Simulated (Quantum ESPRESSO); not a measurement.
# Band gap and mid-gap decay constant of (001) diamond barriers under biaxial strain from −4 % to +4 %, PBE

A narrower gap is usually taken to mean a leakier barrier: at fixed tunnelling mass, the decay constant goes as the square root of the gap. We put this rule to the test for diamond held to the in-plane lattice of a mismatched substrate. The matter is practical, because tunnel current depends exponentially on the decay constant and a thin barrier may keep its strain. The calculation gives the PBE gap and the decay constant along [001] of the slowest evanescent state at mid-gap, for biaxial strains from −4 % to +4 %. Strain is measured against the relaxed cubic crystal, with positive values for tension. One measured gap, for the unstrained crystal, serves as a check on the level of theory.

## Method

The cubic cell of diamond C was relaxed first (a = 3.572 angstrom); each member is held at its biaxial strain in the (001) plane while the axis and the atoms relax within their symmetry. The relaxations, to forces under 0.001 Ry/bohr and stress under 0.3 kbar, used 50 Ry for waves and meshes of 8 to 10 divisions. Program: Quantum ESPRESSO 7.5, plane waves, PBE, GBRV ultrasoft pseudopotentials, cutoffs 40 Ry for waves and 200 Ry for the density, fixed occupations, scalar-relativistic, no spin polarisation, no spin-orbit coupling; k meshes of 10 divisions in the plane and 8 along the axis. Complex bands along [001] come from pwcond with energy window 4 Ry, basis threshold 1e-05 and 7 subslabs a slab at the in-plane wavevectors (0, 0), (1/2, 0), (1/2, 1/2) of the zone of the tetragonal cell with in-plane edges near a/sqrt(2), on 51 energies in steps of 0.15 eV. The gap is that of the self-consistent k mesh. The same in all rows: in-plane wavevector of the slowest state at mid-gap: zone centre.

- biaxial strain (%): biaxial strain, change of both in-plane edges against the relaxed cubic crystal.
- axial strain (%): strain of the relaxed axis along [001] against the relaxed cubic crystal.
- measured gap (eV): .
- decay constant (1/Å): decay constant kappa = Im kz of the slowest evanescent state along [001], interpolated to mid-gap, least over the listed wavevectors.
- gap (eV): Kohn-Sham gap on the k mesh.
- Franz mass (m_e): tunnelling mass of the two-band Franz relation, m = 4 (hbar^2/2m_e) kappa^2 / gap with hbar^2/2m_e = 3.80998 eV angstrom^2.

Input lines of one member:

```
&inputcond
  ikind = 0
  ewind = 4.0
  epsproj = 1e-05
  nz1 = 7
  energy0 = 6.45
  denergy = -0.15
/
3
  0.00000000 0.00000000 1.00000000
  0.50000000 0.00000000 1.00000000
  0.50000000 0.50000000 1.00000000
51
```

Command (options for logging and memory left out): `mpirun -n 4 pwcond.x -in m0.cbs.in > m0.cbs.out`

## Numbers

| member | biaxial strain (%) | axial strain (%) | decay constant (1/Å) | gap (eV) | Franz mass (m_e) |
| --- | --- | --- | --- | --- | --- |
| −4 % | −4 | 0.98 | 0.275 | 3.650 | 0.315 |
| −3 % | −3 | 0.73 | 0.282 | 3.790 | 0.320 |
| −2 % | −2 | 0.48 | 0.289 | 3.926 | 0.325 |
| −1 % | −1 | 0.24 | 0.297 | 4.055 | 0.332 |
| 0 % | 0 | 0.00 | 0.304 | 4.142 | 0.341 |
| +1 % | 1 | −0.23 | 0.311 | 3.791 | 0.388 |
| +2 % | 2 | −0.46 | 0.316 | 3.456 | 0.441 |
| +3 % | 3 | −0.69 | 0.323 | 3.135 | 0.507 |
| +4 % | 4 | −0.90 | 0.329 | 2.828 | 0.582 |

Least-squares fits to the whole series, with x = biaxial strain (%); R² in the fitted variables, residuals in the unit of y:

| y | members | fit | R² | rms residual | leave-one-out rms | standard deviation of y |
| --- | --- | --- | --- | --- | --- | --- |
| decay constant (1/Å) | 9 | y = 0.30368 + 0.0067833 x − 1.1797×10⁻⁴ x² | 1.00 | 4.5×10⁻⁴ | 6.5×10⁻⁴ | 0.019 |
| gap (eV) | 9 | y = 3.969 − 0.1076 x − 0.04915 x² | 0.96 | 0.082 | 0.13 | 0.43 |

## Reading the trend

The gap is largest at zero strain and falls on both sides, but not equally. Tension of 4 % lowers it by 4.142 − 2.828 = 1.314 eV, or 0.33 eV per % of strain; compression of 4 % lowers it by 4.142 − 3.650 = 0.492 eV, or 0.12 eV per %. The decay constant instead rises at every step from compression to tension, from 0.275 to 0.329 1/Å, at a mean slope of (0.329 − 0.275) / 8 = 0.0068 1/Å per %. Under tension the rule of thumb therefore has the wrong sign.

The sharp peak in the gap comes from the splitting of band edges that are equal by symmetry in the cubic crystal. Cubic diamond has six equivalent conduction valleys along the cube axes. In-plane tension lowers the two along [001], and compression lowers the four in the plane. The valence top splits as well, into a single state and a pair, so strain of either sign brings one part of the valence top up and one set of valleys down relative to their averages. To first order the two valleys move twice as far from their average as the four, and the single valence state, which is on top under tension, twice as far as the pair. This helps to explain why tension narrows the gap more.

The decay constant does not follow the gap at the in-plane zone centre either: that gap narrows steadily towards tension while the decay quickens. Mid-gap lies below the branch point, the energy of fastest decay, at every strain, which ties the slow state to the valence side. A possible cause is that this state belongs to the pair of valence bands with in-plane p character. Under compression that pair forms the valence top, and mid-gap comes closer to it, from 4.142 / 2 = 2.07 eV to 3.650 / 2 = 1.83 eV, which slows the decay somewhat. Under tension the pair drops below the top, and this added distance works against the shrinking half-gap. The position of mid-gap can be only a small part of the cause, however: the fastest decay, at the branch point, also rises steadily from compression to tension, so the whole evanescent branch changes. A wider separation of the bands it joins, or weaker coupling between them, would have this effect; which of the two dominates remains open.

The Franz mass absorbs the mismatch. From 0 % to +4 % it grows by a factor of 0.582 / 0.341 = 1.71, of which the smaller gap gives a factor of 4.142 / 2.828 = 1.46 and the larger squared decay constant the rest. It is an effective parameter here, not the mass of a band edge.

## Exceptions

Largest departures from the fit to the whole series:

| member | decay constant (1/Å) | fit | computed − fit | in rms residuals |
| --- | --- | --- | --- | --- |
| +2 % | 0.316 | 0.317 | −0.001 | 1.7 |
| +1 % | 0.311 | 0.310 | +0.001 | 1.5 |
| −2 % | 0.289 | 0.290 | −0.001 | 1.4 |
| −4 % | 0.275 | 0.275 | 0.000 | 0.8 |

For the decay constant, the largest departures from the quadratic fit are about 0.001 1/Å, the last decimal kept, and call for no physical explanation.

The gap is different, because a smooth parabola cannot follow a change of valley. The unstrained crystal lies farthest off, at 4.142 − 3.969 = +0.173 eV, about twice the rms residual. The +2 % member comes next: the fit gives 3.969 − 0.1076 × 2 − 0.04915 × 2 × 2 = 3.557 eV, and the departure is 3.456 − 3.557 = −0.101 eV. Both departures have the signs expected when a parabola rounds off a sharp peak.

A smaller irregularity sits beside the peak. The step from −2 % to −1 % raises the gap by 4.055 − 3.926 = 0.129 eV, and the two steps before it by slightly more, but the last step to 0 % adds only 4.142 − 4.055 = 0.087 eV. The likeliest reason is the k mesh, which has 10 divisions in the plane and 8 along the axis and so samples the two kinds of valley at different distances from their minima. An offset of a few hundredths of an eV between valleys that should be equal at zero strain would shorten the last step in this way.

## Comparison with experiment

| member | quantity | measured | conditions | source |
| --- | --- | --- | --- | --- |
| 0 % | measured gap (eV) | 5.47 | measured at the crystal's own lattice constant; Literature experimental gap used as input, no source or temperature given | [1] |

Sources:

[1] "Enhanced Electron Emission Performance and Air‐Surface Stability in ScO‐Terminated Diamond for Thermionic Energy Converters" (2024, PubMed Central 11600692)

For the unstrained crystal the computed gap is 4.142 eV against a measured 5.47 eV, an error of 4.142 − 5.47 = −1.33 eV or −24 %. The main cause is the semilocal functional, which places the empty states too low relative to the filled ones. Mesh sampling matters only at the level of a few hundredths of an eV, and spin-orbit coupling is smaller still in so light an element.

Lattice vibrations act in the other direction. Even at low temperature, zero-point motion narrows the real gap of diamond by roughly 0.3 eV, an effect absent from a calculation with fixed atoms. Against a measured gap corrected for this motion, the PBE error would be nearer −1.6 eV.

The measured value comes from a paper that uses it as an input and gives neither temperature nor original source. If it rests on an optical absorption edge, the treatment of exciton binding could move it by somewhat under 0.1 eV, far too little to change the verdict.

The strained members and the decay constants are not compared here, so the measured gap tests the level of theory at one point and leaves the strain trend untested. The kink at zero strain nevertheless has a firm basis in the splitting of equivalent band edges, which symmetry requires with any functional. That the kink is a peak depends also on the splitting outweighing the shift of the gap with volume.

## Questions the table answers

**What gap and decay constant should we expect at +2.5 % strain?**
Interpolate between the neighbouring rows. The gap is (3.456 + 3.135) / 2 = 3.30 eV and the decay constant (0.316 + 0.323) / 2 = 0.320 1/Å. The quadratic fit agrees for the decay constant, but for the gap it gives 3.969 − 0.1076 × 2.5 − 0.04915 × 2.5 × 2.5 = 3.39 eV, about 0.1 eV too high. For gaps, neighbouring rows on the same side of zero are the better guide.

**How much does strain change tunnelling through a barrier 10 Å thick?**
The transmission goes as exp(−2κd), with κ the decay constant and d the thickness. At +4 % the exponent changes by −2 × (0.329 − 0.304) × 10 = −0.50, which multiplies the transmission by exp(−0.50) = 0.61 relative to the unstrained barrier. At −4 % it changes by 2 × (0.304 − 0.275) × 10 = +0.58, a factor of 1.8. Both figures assume tunnelling at mid-gap, equal thickness and an unchanged prefactor.

**Can we keep the unstrained Franz mass and update only the gap?**
Inverting the Franz relation gives κ = √(m × gap / (4 × 3.80998)). At −4 % this is √(0.341 × 3.650 / (4 × 3.80998)) = 0.286 1/Å against the computed 0.275, an error of 4 %. At +4 % it is √(0.341 × 2.828 / (4 × 3.80998)) = 0.252 1/Å against 0.329. Through 10 Å the latter error overstates the transmission by exp(2 × 0.077 × 10), nearly a factor of five. The shortcut is tolerable for compression and unsuitable for tension.

## Rules of thumb and their limits

Between −4 % and +4 %, in-plane tension makes diamond a narrower-gap barrier with faster mid-gap decay, while compression reduces both quantities. A gap measured on a strained film is therefore not enough to rank its leakage.

PBE makes both the gap and the decay constant too small, so real barriers should block more strongly than these values suggest. The decay constant is the least over three in-plane wavevectors; a slower state elsewhere in the zone would lower it.

In a device, the contact decides where the Fermi level falls in the gap. A level moderately above mid-gap, nearer the branch point, gives faster decay, while one closer to the valence edge gives slower decay. Image charges lower the barrier and raise the current, whereas poor symmetry matching to the electrode reduces it.

[Logs are printed without paths, hosts, clocks, repeated set-up lines and the standing remarks that a program may print on its own settings, such as how far it seeks lower states.]

[On method and selection: Bulk complex bands leave out the interface: band line-up, symmetry matching to an electrode and image charges. The decay constants on the energy grid were kept to three decimals in 1/angstrom; interpolated values carry no more. Runs in which pwcond's reduced basis gave spurious channels inside the gap were left out. Polar or tilting distortions that break the kept symmetry are left out. Runs that failed checks of pwcond against itself, whose gap is too narrow for the energy step, or whose stored transmission had to be rebuilt from the program's table, are left out. Runs that did not converge, have known faults or may not be shown are not listed, and runs on Ansatz's PAW sets soft_1 and soft_2 are kept to separate tables. Tables of this kind whose fit explains under a quarter of the variance weren't written up, so the strength of the trend here is selected. Systems with elements from V to Ni or with open 4f shells were left out wherever spin was off.]
